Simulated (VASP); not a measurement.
# AlN (P6_3mc) in VASP: phonons with LDA

Aim: the phonons of AlN with LDA.

Everything below comes from runs of VASP 6.6.1. Logs are shortened: lines on timing, memory, paths and dates and some standing lists are left out, and cuts for length are marked.

## Step 1: The structure

The structure is hexagonal, space group P6_3mc (No. 186). The conventional cell has a = 3.101 Å, b = 3.101 Å, c = 4.939 Å, α = 90.00°, β = 90.00°, γ = 120.00°. Al (site symmetry 3m) is surrounded by 4 N at 1.88 to 1.89 Å. Around N (site symmetry 3m) lie 4 Al at 1.88 to 1.89 Å.

The cell was built by a generator and needn't be a form met in nature.

## Step 2: Phonons, LDA

Contents of POSCAR:

```
AlN
1.0
    3.1005690000      0.0000000000      0.0000000000
   -1.5502845000      2.6851715202      0.0000000000
    0.0000000000      0.0000000000      4.9388550000
Al N
2 2
Direct
    0.3333333333      0.6666666667      0.0000000000
    0.6666666667      0.3333333333      0.5000000000
    0.3333333333      0.6666666667      0.3828640000
    0.6666666667      0.3333333333      0.8828640000
```

Contents of INCAR.step1:

```
SYSTEM = AlN
PREC     = Accurate       ! precision mode
ENCUT    = 600            ! plane-wave cutoff, eV
EDIFF    = 1E-8           ! SCF threshold, eV
ISMEAR   = 0              ! smearing method
SIGMA    = 0.05           ! smearing width, eV
LREAL    = .FALSE.        ! projectors in reciprocal space
LASPH    = .TRUE.         ! aspherical terms in the spheres
NELM     = 80             ! most SCF steps
ALGO     = Fast           ! electronic algorithm
ISIF     = 3              ! what is computed and relaxed
LWAVE    = .FALSE.        ! write WAVECAR
LCHARG   = .FALSE.        ! write CHGCAR
IBRION   = 2              ! ionic algorithm
NSW      = 40             ! ionic steps
EDIFFG   = -0.002         ! ionic threshold
```

Contents of INCAR.step2:

```
SYSTEM = AlN
PREC     = Accurate       ! precision mode
ENCUT    = 600            ! plane-wave cutoff, eV
EDIFF    = 1E-8           ! SCF threshold, eV
ISMEAR   = 0              ! smearing method
SIGMA    = 0.05           ! smearing width, eV
LREAL    = .FALSE.        ! projectors in reciprocal space
LASPH    = .TRUE.         ! aspherical terms in the spheres
NELM     = 80             ! most SCF steps
ALGO     = Fast           ! electronic algorithm
ISIF     = 2              ! what is computed and relaxed
LWAVE    = .FALSE.        ! write WAVECAR
LCHARG   = .FALSE.        ! write CHGCAR
IBRION   = 6              ! ionic algorithm
NFREE    = 2            
POTIM    = 0.015          ! step
NSW      = 1              ! ionic steps
```

Contents of KPOINTS:

```
regular mesh
0
G
  9 9 6
  0 0 0
```

Potentials or basis: VASP PAW LDA potentials, release 64 (Al, N).

The run is started by

```sh
$ cat potpaw_LDA.64/Al/POTCAR potpaw_LDA.64/N/POTCAR > POTCAR
$ cp INCAR.step1 INCAR
$ mpirun -np 1 vasp_std > vasp.out
$ cp CONTCAR POSCAR
$ cp INCAR.step2 INCAR
$ mpirun -np 1 vasp_std > vasp.out
```

OUTCAR:

```text
SYSTEM = AlN
   PREC = Accurate
   ENCUT = 600
   EDIFF = 1E-8
   ISMEAR = 0
   LREAL = .FALSE.
   LASPH = .TRUE.
   NELM = 80
   ISIF = 2
   IBRION = 6
   NFREE = 2
   POTIM = 0.015
   NSW = 1

 ion  position               nearest neighbor table
   1  0.333  0.667  0.000-   4 1.88   4 1.88   4 1.88   3 1.89   2 3.05   2 3.05   2 3.05   2 3.05
                             2 3.05   2 3.05
   2  0.667  0.333  0.500-   3 1.88   3 1.88   3 1.88   4 1.89   1 3.05   1 3.05   1 3.05   1 3.05
                             1 3.05   1 3.05
   3  0.333  0.667  0.382-   2 1.88   2 1.88   2 1.88   1 1.89
   4  0.667  0.333  0.882-   1 1.88   1 1.88   1 1.88   2 1.89

  LATTYP: Found a hexagonal cell.
 ALAT       =     3.0912784879
 C/A-ratio  =     1.6005687714

  Lattice vectors:

 A1 = (   3.0912784879,   0.0000000000,   0.0000000000)
 A2 = (  -1.5456392439,   2.6771257007,   0.0000000000)
 A3 = (   0.0000000000,   0.0000000000,   4.9478038113)

Analysis of symmetry for initial positions (statically):
=====================================================================
 Subroutine PRICEL returns:
 Original cell was already a primitive cell.

 Routine SETGRP: Setting up the symmetry group for a
 hexagonal supercell.

 Subroutine GETGRP returns: Found 12 space group operations
 (whereof  6 operations were pure point group operations)
 out of a pool of 24 trial point group operations.

The static configuration has the point symmetry C_3v.
 The point group associated with its full space group is C_6v.

Analysis of symmetry for dynamics (positions and initial velocities):
=====================================================================
 Subroutine PRICEL returns:
 Original cell was already a primitive cell.

 Routine SETGRP: Setting up the symmetry group for a
 hexagonal supercell.

 Subroutine GETGRP returns: Found 12 space group operations
 (whereof  6 operations were pure point group operations)
 out of a pool of 24 trial point group operations.

The dynamic configuration has the point symmetry C_3v.
 The point group associated with its full space group is C_6v.

 Subroutine INISYM returns: Found 12 space group operations
[... 461 lines left out ...]
  ext. energy  EPLUGINS =         0.00000000
  ---------------------------------------------------
  free energy    TOTEN  =       -32.84019935 eV

  energy without entropy =      -32.84019935  energy(sigma->0) =      -32.84019935

 E-fermi :   6.2897     XC(G=0): -11.3320

 val. band max:        6.0640974120   @ k =   0.0000   0.0000   0.0000
 cond. band min:      10.4873412659   @ k =   0.0000   0.0000   0.0000
 fundamental gap:      4.4232438538
 Fermi energy:         6.2897377786

 k-point     1 :       0.0000    0.0000    0.0000
  band No.  band energies     occupation
      1      -9.0684      2.00000
      2      -6.7819      2.00000
      3      -0.0615      2.00000
      4       5.2112      2.00000
      5       5.2112      2.00000
      6       5.8724      2.00000
      7       5.8724      2.00000
      8       6.0641      2.00000
      9      10.4873      0.00000
     10      12.7926      0.00000
     11      16.7037      0.00000
     12      17.1719      0.00000
[... 331 lines left out ...]
 k-point    24 :       0.3333    0.3333    0.1667
  band No.  band energies     occupation
      1      -6.3996      2.00000
      2      -6.3959      2.00000
      3       1.2422      2.00000
      4       1.8276      2.00000
      5       1.8365      2.00000
      6       3.3173      2.00000
      7       4.1482      2.00000
      8       4.1708      2.00000
      9      11.3894      0.00000
     10      14.3390      0.00000
     11      15.1466      0.00000
     12      15.2656      0.00000

 [... further k-points ...]

------------------------ aborting loop because EDIFF is reached ----------------------------------------

  FORCE on cell =-STRESS in cart. coord.  units (eV):
  Direction    XX          YY          ZZ          XY          YZ          ZX
  --------------------------------------------------------------------------------------
  -------------------------------------------------------------------------------------
  Total       -0.0856783     -0.0856783      0.2061545     -0.0000000      0.0000000      0.0000000
  in kB       -3.3524494     -3.3524494      8.0664800     -0.0000000      0.0000000      0.0000000
  external PRESSURE =       0.4538604 kB  Pullay stress =       0.0000000 kB
[... 19 lines left out ...]
  FREE ENERGIE OF THE ION-ELECTRON SYSTEM (eV)
  ---------------------------------------------------
  free  energy   TOTEN  =       -32.8401993537 eV

  energy  without entropy=      -32.8401993537  energy(sigma->0) =      -32.84019935

 INTERNAL STRAIN TENSORS FROM DISPLACED ATOMS
 ============================================

 INTERNAL STRAIN TENSOR FOR ION    1 for displacements in x,y,z  (eV/Angst):
          X           Y           Z          XY          YZ          ZX
  --------------------------------------------------------------------------------
  x     0.00000     0.00000     0.00000    -9.55272    -0.00000    -5.66631
  y    -9.55272     9.55272     0.00000    -0.00000    -5.66631     0.00000
  z    -5.89583    -5.89583    13.07984     0.00000    -0.00000     0.00000

 INTERNAL STRAIN TENSOR FOR ION    4 for displacements in x,y,z  (eV/Angst):
          X           Y           Z          XY          YZ          ZX
  --------------------------------------------------------------------------------
  x     0.00000     0.00000    -0.00000    11.14342     0.00000     5.66931
  y    11.14342   -11.14342     0.00000     0.00000     5.66931     0.00000
  z     5.90328     5.90328   -13.08202     0.00000     0.00000     0.00000

 Eigenvectors and eigenvalues of the dynamical matrix
 ----------------------------------------------------

   1 f  =   21.938401 THz   137.843038 2PiTHz  731.786283 cm-1    90.729895 meV
             X         Y         Z           dx          dy          dz
     -0.000000  1.784750  0.002248    -0.000000    0.000000    0.007950
      1.545639  0.892375  2.476150    -0.000000    0.000000   -0.007950
     -0.000000  1.784750  1.892088     0.000000   -0.000000   -0.707062
      1.545639  0.892375  4.365989     0.000000   -0.000000    0.707062
[... 71 lines left out ...]
  12 f/i=    0.001024 THz     0.006436 2PiTHz    0.034167 cm-1     0.004236 meV
             X         Y         Z           dx          dy          dz
     -0.000000  1.784750  0.002248     0.094884   -0.565864    0.000000
      1.545639  0.892375  2.476150     0.094884   -0.565864    0.000000
     -0.000000  1.784750  1.892088     0.068344   -0.407583    0.000000
      1.545639  0.892375  4.365989     0.068344   -0.407583    0.000000

 ELASTIC MODULI CONTR FROM IONIC RELAXATION (kBar)
 Direction    XX          YY          ZZ          XY          YZ          ZX
 --------------------------------------------------------------------------------
 XX        -786.0734    373.8986    456.9521     -0.0000     -0.0000     -0.0000
 YY         373.8986   -786.0734    456.9521      0.0000      0.0000      0.0000
 ZZ         456.9521    456.9521  -1013.1878     -0.0000      0.0000      0.0000
 XY          -0.0000      0.0000     -0.0000   -579.9860      0.0000     -0.0000
 YZ           0.0000      0.0000      0.0000      0.0000   -159.4019     -0.0000
 ZX          -0.0000      0.0000      0.0000     -0.0000     -0.0000   -159.4019
 --------------------------------------------------------------------------------
```

OSZICAR.step1:

```text
N       E                     dE             d eps       ncg     rms          rms(c)
DAV:   1     0.559649627462E+02    0.55965E+02   -0.82833E+03  1152   0.134E+03
DAV:   2    -0.336119597510E+02   -0.89577E+02   -0.82331E+02  1704   0.228E+02
DAV:   3    -0.379239426773E+02   -0.43120E+01   -0.42932E+01  1512   0.535E+01
DAV:   4    -0.379555949184E+02   -0.31652E-01   -0.31646E-01  1336   0.554E+00
[... 76 lines left out ...]
DAV:   1    -0.328427381478E+02   -0.31926E-05   -0.13189E-04  1160   0.107E-01    0.702E-03
RMM:   2    -0.328427371534E+02    0.99439E-06   -0.36514E-06  1152   0.177E-02    0.360E-03
RMM:   3    -0.328427367672E+02    0.38620E-06   -0.95392E-07  1152   0.821E-03    0.943E-04
RMM:   4    -0.328427367362E+02    0.31003E-07   -0.82350E-08  1152   0.271E-03    0.250E-04
RMM:   5    -0.328427367359E+02    0.34868E-09   -0.13495E-08   764   0.104E-03
   8 F= -.32842737E+02 E0= -.32842737E+02  d E =-.132919E-05
```

Wall time 11 min (1 thread of Intel Xeon Platinum 8259CL at 2.50GHz (Skylake/Cascade Lake), shared host); peak memory 0.34 GiB.

What came out:

| Quantity | Value |
| --- | --- |
| Relaxed volume | 10.24 Å³/atom |
| Relaxed cell | a = 3.091 Å, b = 3.091 Å, c = 4.948 Å, α = 90.00°, β = 90.00°, γ = 120.00° |
| Space group after relaxing (to 0.05 Å) | P6_3mc (No. 186) |
| Highest phonon frequency at Γ, LO-TO splitting left out | 732 cm⁻¹ |

The path:
| step | energy change (eV) | largest force (eV/Å) | pressure (GPa) | volume (Å³) |
| --- | --- | --- | --- | --- |
| 1 | 0.0000 | 0.0002 | -0.94 | 41.12 |
| 2 | -0.0003 | 0.0508 | 0.96 | 40.76 |
| 3 | -0.0009 | 0.0278 | 0.11 | 40.92 |
| 4 | -0.0010 | 0.0113 | 0.06 | 40.93 |
| 5 | -0.0011 | 0.0021 | 0.02 | 40.94 |
| 6 | -0.0011 | 0.0033 | 0.02 | 40.94 |
| 7 | -0.0011 | 0.0037 | -0.02 | 40.95 |
| 8 | -0.0011 | 0.0001 | 0.00 | 40.95 |

Final structure:
```cif
data_structure
_symmetry_space_group_name_H-M 'P 1'
_symmetry_Int_Tables_number 1
_cell_length_a 3.0913
_cell_length_b 3.0913
_cell_length_c 4.9478
_cell_angle_alpha 90.000
_cell_angle_beta 90.000
_cell_angle_gamma 120.000
_cell_volume 40.95
loop_
_atom_site_label
_atom_site_type_symbol
_atom_site_fract_x
_atom_site_fract_y
_atom_site_fract_z
_atom_site_occupancy
Al1 Al 0.33333 0.66667 0.00045 1
Al2 Al 0.66667 0.33333 0.50045 1
N1 N 0.33333 0.66667 0.38241 1
N2 N 0.66667 0.33333 0.88241 1
```

Phonon frequencies in cm⁻¹ (negative: imaginary):
```tsv
q point	frequencies
(0.000, 0.000, 0.000)	0 0 0 239 239 554 624 671 671 682 682 732
```
